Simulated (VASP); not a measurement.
# O2 in VASP: a series of runs

One molecule, O2, is run at these levels: PBEsol, r2SCAN; tasks: single point.

Program: VASP 6.6.1. These are calculated values, not measurements. Logs are shortened: lines on timing, memory, paths and dates and some standing lists are left out, and cuts for length are marked.

## (1) Starting point

The cell holds a molecule in a box, 2 atoms: a = 10.000 Å, b = 10.500 Å, c = 11.000 Å, α = 90.00°, β = 90.00°, γ = 90.00°.

## (2) Single point, PBEsol, collinear spin, ferromagnetic start

INCAR

```
SYSTEM = O
ALGO = Normal
EDIFF = 1E-6
ENCUT = 700
GGA = PS
ISIF = 2
ISMEAR = 0
ISPIN = 2
LASPH = .TRUE.
LCHARG = .FALSE.
LORBIT = 11
LREAL = .FALSE.
LWAVE = .FALSE.
MAGMOM = 1 1
NBANDS = 17
NELM = 120
PREC = Accurate
SIGMA = 0.02
```

KPOINTS

```
k-points
0
G
  1 1 1
  0 0 0
```

POSCAR

```
O
1.0
   10.0000000000      0.0000000000      0.0000000000
    0.0000000000     10.5000000000      0.0000000000
    0.0000000000      0.0000000000     11.0000000000
O
2
Direct
    0.5000000000      0.5000000000      0.4442200000
    0.5000000000      0.5000000000      0.5557800000
```

Potentials or basis: VASP PAW PBE potentials, release 64 (O).

The run is started by

```
cat potpaw_PBE.64/O/POTCAR > POTCAR
mpirun -np 1 vasp_std > vasp.out
```

OUTCAR:

```text
SYSTEM = O
   EDIFF = 1E-6
   ENCUT = 700
   GGA = PS
   ISIF = 2
   ISMEAR = 0
   ISPIN = 2
   LASPH = .TRUE.
   LORBIT = 11
   LREAL = .FALSE.
   NELM = 120
   PREC = Accurate

 ion  position               nearest neighbor table
   1  0.500  0.500  0.444-   2 1.23
   2  0.500  0.500  0.556-   1 1.23

  LATTYP: Found a simple orthorhombic cell.
 ALAT       =    10.0000000000
 B/A-ratio  =     1.0500000000
 C/A-ratio  =     1.1000000000

  Lattice vectors:

 A1 = (  10.0000000000,   0.0000000000,   0.0000000000)
 A2 = (   0.0000000000,  10.5000000000,   0.0000000000)
 A3 = (   0.0000000000,   0.0000000000,  11.0000000000)

Analysis of symmetry for initial positions (statically):
=====================================================================
 Subroutine PRICEL returns:
 Original cell was already a primitive cell.

 Routine SETGRP: Setting up the symmetry group for a
 simple orthorhombic supercell.

 Subroutine GETGRP returns: Found  8 space group operations
 (whereof  8 operations were pure point group operations)
 out of a pool of  8 trial point group operations.

The static configuration has the point symmetry D_2h.

Analysis of symmetry for dynamics (positions and initial velocities):
=====================================================================
 Subroutine PRICEL returns:
 Original cell was already a primitive cell.

 Routine SETGRP: Setting up the symmetry group for a
 simple orthorhombic supercell.

 Subroutine GETGRP returns: Found  8 space group operations
 (whereof  8 operations were pure point group operations)
 out of a pool of  8 trial point group operations.

The dynamic configuration has the point symmetry D_2h.

Analysis of structural, dynamic, and magnetic symmetry:
=====================================================================
 Subroutine PRICEL returns:
 Original cell was already a primitive cell.

 Routine SETGRP: Setting up the symmetry group for a
 simple orthorhombic supercell.

 Subroutine GETGRP returns: Found  8 space group operations
 (whereof  8 operations were pure point group operations)
 out of a pool of  8 trial point group operations.

The overall configuration has the point symmetry D_2h.

 Subroutine INISYM returns: Found  8 space group operations
 (whereof  8 operations are pure point group operations),
 and found     1 'primitive' translations

[... 91 lines left out ...]
  volume/ion in A,a.u.               =     577.50      3897.16
  Fermi-wavevector in a.u.,A,eV,Ry     =   0.357225  0.675056  1.736231  0.127609
  Thomas-Fermi vector in A             =   1.274455
   LORBIT       =     11    0 simple, 1 ext, 2 COOP (PROOUT), +10 PAW based schemes
   GGA     = PS    functional components
   LHFCALC =     F    Hartree Fock is set to
   AEXX    =    0.0000 exact exchange contribution
   IVDW    =     0    specifies the selected vdW correction
   LEPSILON=     F    determine dielectric tensor
   LRPA    =     F    only Hartree local field effects (RPA)
 spin polarized calculation
 Gauss-broadening in eV      SIGMA  =   0.02
  energy-cutoff  :      700.00
  volume of cell :     1155.00
 maximum number of plane-waves:     48593
 NGX is ok and might be reduce to    90
   NGX = 43   NGY = 45   NGZ = 47

 number of electron      12.0000002 magnetization       2.0000001

 Free energy of the ion-electron system (eV)
  ---------------------------------------------------
  ext. energy  EPLUGINS =         0.00000000
  ---------------------------------------------------
  free energy    TOTEN  =       -10.28820921 eV

  energy without entropy =      -10.28820921  energy(sigma->0) =      -10.28820921

 E-fermi :  -6.6367     XC(G=0):  -0.4716

 val. band max:       -6.8076269367   @ k =   0.0000   0.0000   0.0000
 cond. band min:      -4.5449220373   @ k =   0.0000   0.0000   0.0000
 fundamental gap:      2.2627048994
 Fermi energy:        -6.6366688274

 spin component 1

 k-point     1 :       0.0000    0.0000    0.0000
  band No.  band energies     occupation
      1     -32.5414      1.00000
      2     -20.3969      1.00000
      3     -13.3706      1.00000
      4     -13.2706      1.00000
      5     -13.2706      1.00000
      6      -6.8076      1.00000
[... 9 lines left out ...]
     16       2.3488      0.00000
     17       2.3498      0.00000
 Fermi energy:        -6.6366688274

 spin component 2

 k-point     1 :       0.0000    0.0000    0.0000
  band No.  band energies     occupation
      1     -31.2834      1.00000
      2     -18.6145      1.00000
      3     -12.3515      1.00000
      4     -11.4316      1.00000
      5     -11.4316      1.00000
      6      -4.5449      0.00000
[... 9 lines left out ...]
     16       2.4145      0.00000
     17       2.5005      0.00000

------------------------ aborting loop because EDIFF is reached ----------------------------------------

  FORCE on cell =-STRESS in cart. coord.  units (eV):
  Direction    XX          YY          ZZ          XY          YZ          ZX
  --------------------------------------------------------------------------------------
  -------------------------------------------------------------------------------------
  Total       -0.0747872     -0.0744481     -0.1306135     -0.0000000      0.0000000      0.0000000
  in kB       -0.1037423     -0.1032719     -0.1811826     -0.0000000      0.0000000      0.0000000
  external PRESSURE =      -0.1293990 kB  Pullay stress =       0.0000000 kB

 VOLUME and BASIS-vectors are now :
 -----------------------------------------------------------------------------
  energy-cutoff  :      700.00
  volume of cell :     1155.00
      direct lattice vectors                 reciprocal lattice vectors
    10.000000000  0.000000000  0.000000000     0.100000000  0.000000000  0.000000000
     0.000000000 10.500000000  0.000000000     0.000000000  0.095238095  0.000000000
     0.000000000  0.000000000 11.000000000     0.000000000  0.000000000  0.090909091

 POSITION                                       TOTAL-FORCE (eV/Angst)
 -----------------------------------------------------------------------------------
      5.00000      5.25000      4.88642         0.000000      0.000000      0.029139
      5.00000      5.25000      6.11358         0.000000      0.000000     -0.029139
 -----------------------------------------------------------------------------------
    total drift:                                0.000000     -0.000000      0.000000

  FREE ENERGIE OF THE ION-ELECTRON SYSTEM (eV)
  ---------------------------------------------------
  free  energy   TOTEN  =       -10.2882092133 eV

  energy  without entropy=      -10.2882092133  energy(sigma->0) =      -10.28820921

 total charge

# of ion       s       p       d       tot
------------------------------------------
    1        1.604   3.284   0.000   4.888
    2        1.604   3.284   0.000   4.888
--------------------------------------------------
tot          3.209   6.568   0.000   9.776

 magnetization (x)

# of ion       s       p       d       tot
------------------------------------------
    1        0.009   0.800   0.000   0.809
    2        0.009   0.800   0.000   0.809
--------------------------------------------------
tot          0.018   1.600   0.000   1.618
```

OSZICAR:

```text
N       E                     dE             d eps       ncg     rms          rms(c)
DAV:   1     0.130467945605E+03    0.13047E+03   -0.31168E+03    76   0.476E+02
DAV:   2     0.239911547097E+02   -0.10648E+03   -0.10085E+03   109   0.879E+01
[... 15 lines left out ...]
DAV:  18    -0.102881797369E+02   -0.22607E-04   -0.51759E-07    70   0.243E-03    0.504E-04
DAV:  19    -0.102882000999E+02   -0.20363E-04   -0.48748E-07    70   0.238E-03    0.250E-04
DAV:  20    -0.102882050755E+02   -0.49755E-05   -0.61077E-08    78   0.922E-04    0.165E-04
DAV:  21    -0.102882078513E+02   -0.27758E-05   -0.28818E-08    86   0.671E-04    0.995E-05
DAV:  22    -0.102882089639E+02   -0.11126E-05   -0.11842E-08    85   0.448E-04    0.395E-05
DAV:  23    -0.102882092133E+02   -0.24936E-06    0.19433E-09    77   0.198E-04
   1 F= -.10288209E+02 E0= -.10288209E+02  d E =-.208366E-33  mag=     2.0000
```

stdout:

```text
POSCAR found type information on POSCAR O
 POSCAR found :  1 types and       2 ions
 scaLAPACK will be used
 -----------------------------------------------------------------------------
|                                                                             |
|                                                                             |
|     You enforced a specific xc type in the INCAR file but a different       |
|     I HOPE YOU KNOW WHAT YOU ARE DOING!                                     |
|                                                                             |
 -----------------------------------------------------------------------------

 LDA part: xc-table for (Slater+PW92), standard interpolation
 POSCAR, INCAR and KPOINTS ok, starting setup
 FFT: planning ... GRIDC
 FFT: planning ... GRID_SOFT
 FFT: planning ... GRID
 WAVECAR not read
 entering main loop
```

Run time: 4.6 min. Hardware: 1 thread of Intel Xeon Platinum 8488C (Sapphire Rapids), shared host; peak memory 1.8 GiB.

Results:

```yaml
Free_energy: -10.2882 eV
Largest_force: 0.029 eV/Å
Gap_between_the_frontier_levels: 2.26 eV
Net_moment: 2.00 μB per cell
Site_moments: O +0.81 μB
Valence_electrons_inside_the_program's_atomic_spheres: O 4.89
```

Forces on the atoms (eV/Å):
```
O    0.000  0.000  0.029
O    0.000  0.000 -0.029
```

Levels at points of the mesh, in eV from the valence-band top:
Spin up:
```
           k point  band 3  band 4  band 5  band 6  band 7  band 8  band 9  band 10  band 11  band 12
(0.00, 0.00, 0.00)   -6.56   -6.46   -6.46    0.00    0.00    6.57    7.56     7.82     7.87     7.98
```
Spin down:
| k point | band 3 | band 4 | band 5 | band 6 | band 7 | band 8 |
| --- | --- | --- | --- | --- | --- | --- |
| (0.00, 0.00, 0.00) | -5.54 | -4.62 | -4.62 | 2.26 | 2.26 | 6.66 |

Caveat: the standard files for N, O and F lose accuracy on very short bonds; the PAW data sets were made with another functional, which shifts forces and pressure a little. A hybrid or GW would open this gap; PBEsol tends to underestimate it.

## (3) Single point, PBEsol, collinear spin, ferromagnetic start

Edit INCAR of step 2 so:

```diff
@@ -3,3 +3,3 @@
 EDIFF = 1E-6
-ENCUT = 700
+ENCUT = 520
 GGA = PS
```

KPOINTS is that of step 2.

POSCAR is that of step 2.

Potentials or basis: VASP PAW PBE potentials, release 64 (O).

The run is started by

```
cat potpaw_PBE.64/O/POTCAR > POTCAR
mpirun -np 1 vasp_std > vasp.out
```

Run time: 3.2 min. Hardware: 1 thread of Intel Xeon Platinum 8488C (Sapphire Rapids), shared host; peak memory 1.2 GiB.

Results (log left out):

```
Free energy                                           : -10.2779 eV
Gap between the frontier levels                       : 2.26 eV
Net moment                                            : 2.00 μB per cell
Site moments                                          : O +0.81 μB
Valence electrons inside the program's atomic spheres : O 4.89
```

Levels at points of the mesh, in eV from the valence-band top:
Spin up:
| k point | band 5 | band 6 | band 7 | band 8 | band 9 | band 10 |
| --- | --- | --- | --- | --- | --- | --- |
| (0.00, 0.00, 0.00) | -6.46 | 0.00 | 0.00 | 6.56 | 7.56 | 7.82 |
Spin down:
```csv
k point,band 1,band 2,band 3,band 4,band 5,band 6,band 7,band 8,band 9,band 10
"(0.00, 0.00, 0.00)",-24.48,-11.81,-5.54,-4.62,-4.62,2.26,2.26,6.65,7.76,7.88
```

Caveat: the standard files for N, O and F lose accuracy on very short bonds; the PAW data sets were made with another functional, which shifts forces and pressure a little.

## (4) Single point, PBEsol, collinear spin, ferromagnetic start

Edit INCAR of step 3 so:

```diff
@@ -17,2 +17,2 @@
 PREC = Accurate
-SIGMA = 0.02
+SIGMA = 0.5
```

KPOINTS is that of step 3.

POSCAR is that of step 3.

Potentials or basis: VASP PAW PBE potentials, release 64 (O).

The run is started by

```
cat potpaw_PBE.64/O/POTCAR > POTCAR
mpirun -np 1 vasp_std > vasp.out
```

OUTCAR:

```text
SYSTEM = O
   EDIFF = 1E-6
   ENCUT = 520
   GGA = PS
   ISIF = 2
   ISMEAR = 0
   ISPIN = 2
   LASPH = .TRUE.
   LORBIT = 11
   LREAL = .FALSE.
   NELM = 120
   PREC = Accurate

 ion  position               nearest neighbor table
   1  0.500  0.500  0.444-   2 1.23
   2  0.500  0.500  0.556-   1 1.23

  LATTYP: Found a simple orthorhombic cell.
 ALAT       =    10.0000000000
 B/A-ratio  =     1.0500000000
 C/A-ratio  =     1.1000000000

  Lattice vectors:

 A1 = (  10.0000000000,   0.0000000000,   0.0000000000)
 A2 = (   0.0000000000,  10.5000000000,   0.0000000000)
[... 229 lines left out ...]

 VOLUME and BASIS-vectors are now :
 -----------------------------------------------------------------------------
  energy-cutoff  :      520.00
  volume of cell :     1155.00
      direct lattice vectors                 reciprocal lattice vectors
    10.000000000  0.000000000  0.000000000     0.100000000  0.000000000  0.000000000
     0.000000000 10.500000000  0.000000000     0.000000000  0.095238095  0.000000000
     0.000000000  0.000000000 11.000000000     0.000000000  0.000000000  0.090909091

 POSITION                                       TOTAL-FORCE (eV/Angst)
 -----------------------------------------------------------------------------------
      5.00000      5.25000      4.88642         0.000000      0.000000     -0.002074
      5.00000      5.25000      6.11358         0.000000      0.000000      0.002074
 -----------------------------------------------------------------------------------
    total drift:                                0.000000     -0.000000      0.000000

  FREE ENERGIE OF THE ION-ELECTRON SYSTEM (eV)
  ---------------------------------------------------
  free  energy   TOTEN  =       -10.2781910243 eV

  energy  without entropy=      -10.2747465420  energy(sigma->0) =      -10.27646878

 total charge

# of ion       s       p       d       tot
------------------------------------------
    1        1.609   3.281   0.000   4.890
    2        1.609   3.281   0.000   4.890
--------------------------------------------------
tot          3.217   6.563   0.000   9.780

 magnetization (x)

# of ion       s       p       d       tot
------------------------------------------
    1        0.009   0.799   0.000   0.808
    2        0.009   0.799   0.000   0.808
--------------------------------------------------
tot          0.018   1.598   0.000   1.615
```

OSZICAR:

```text
N       E                     dE             d eps       ncg     rms          rms(c)
DAV:   1     0.700597436852E+02    0.70060E+02   -0.31838E+03   100   0.376E+02
DAV:   2     0.519724111604E+01   -0.64863E+02   -0.61867E+02   110   0.961E+01
[... 15 lines left out ...]
DAV:  18    -0.102781593605E+02   -0.21455E-04   -0.48695E-07    71   0.259E-03    0.513E-04
DAV:  19    -0.102781804438E+02   -0.21083E-04   -0.57503E-07    72   0.260E-03    0.301E-04
DAV:  20    -0.102781867578E+02   -0.63140E-05   -0.11055E-07    72   0.116E-03    0.172E-04
DAV:  21    -0.102781891847E+02   -0.24269E-05   -0.23609E-08    88   0.671E-04    0.103E-04
DAV:  22    -0.102781906852E+02   -0.15005E-05   -0.21126E-08    88   0.605E-04    0.416E-05
DAV:  23    -0.102781910243E+02   -0.33905E-06   -0.10174E-09    95   0.219E-04
   1 F= -.10278191E+02 E0= -.10276469E+02  d E =-.344448E-02  mag=     1.9972
```

It took 3.3 min on 1 thread of Intel Xeon Platinum 8488C (Sapphire Rapids), shared host; peak memory 1.2 GiB.

What came out:

```
Free energy                                           : -10.2782 eV
Gap between the frontier levels                       : 2.26 eV
Net moment                                            : 2.00 μB per cell
Site moments                                          : O +0.81 μB
Valence electrons inside the program's atomic spheres : O 4.89
```

Forces in eV/Å, atoms in the order of the input:
```
O    0.000  0.000 -0.002
O    0.000  0.000  0.002
```

Levels at points of the mesh, in eV from the valence-band top:
Spin up:
```
           k point  band 5  band 6  band 7  band 8  band 9  band 10
(0.00, 0.00, 0.00)   -6.46    0.00    0.00    6.56    7.55     7.82
```
Spin down:
```
           k point  band 3  band 4  band 5  band 6  band 7  band 8
(0.00, 0.00, 0.00)   -5.54   -4.63   -4.63    2.26    2.26    6.65
```

Caveat: the standard files for N, O and F lose accuracy on very short bonds; the PAW data sets were made with another functional, which shifts forces and pressure a little. PBEsol gaps usually lie below the measured ones, often by a third to a half.

## (5) Single point, PBEsol, collinear spin, ferromagnetic start

Edit INCAR of step 4 so:

```diff
@@ -3,3 +3,3 @@
 EDIFF = 1E-6
-ENCUT = 520
+ENCUT = 900
 GGA = PS
@@ -17,2 +17,2 @@
 PREC = Accurate
-SIGMA = 0.5
+SIGMA = 0.02
```

KPOINTS is that of step 4.

POSCAR is that of step 4.

Potentials or basis: VASP PAW PBE potentials, release 64 (O_h).

The run is started by

```
cat potpaw_PBE.64/O_h/POTCAR > POTCAR
mpirun -np 1 vasp_std > vasp.out
```

Run time: 6.6 min. Hardware: 1 thread of Intel Xeon Platinum 8488C (Sapphire Rapids), shared host; peak memory 2.5 GiB.

It converged, with:

- Free energy: -10.4431 eV
- Largest force: 1.012 eV/Å
- Gap between the frontier levels: 2.27 eV
- Net moment: 2.00 μB per cell
- Site moments: O +0.62 μB
- Valence electrons inside the program's atomic spheres: O 3.29

Forces in eV/Å, atoms in the order of the input:
```
O    0.000  0.000  1.012
O    0.000  0.000 -1.012
```

Levels at points of the mesh, in eV from the valence-band top:
Spin up:
```
           k point  band 3  band 4  band 5  band 6  band 7  band 8  band 9  band 10  band 11  band 12
(0.00, 0.00, 0.00)   -6.62   -6.46   -6.46    0.00    0.00    6.54    7.54     7.79     7.84     7.96
```
Spin down:
```
           k point  band 3  band 4  band 5  band 6  band 7  band 8
(0.00, 0.00, 0.00)   -5.61   -4.62   -4.62    2.27    2.27    6.63
```

Caveat: the cutoff is under 1.25 times the usual one of these potentials, so pressure, stress and relaxed cells hold a basis-set (Pulay) error; the PAW data sets were made with another functional, which shifts forces and pressure a little.

(Part 1 of 2 ends here.)
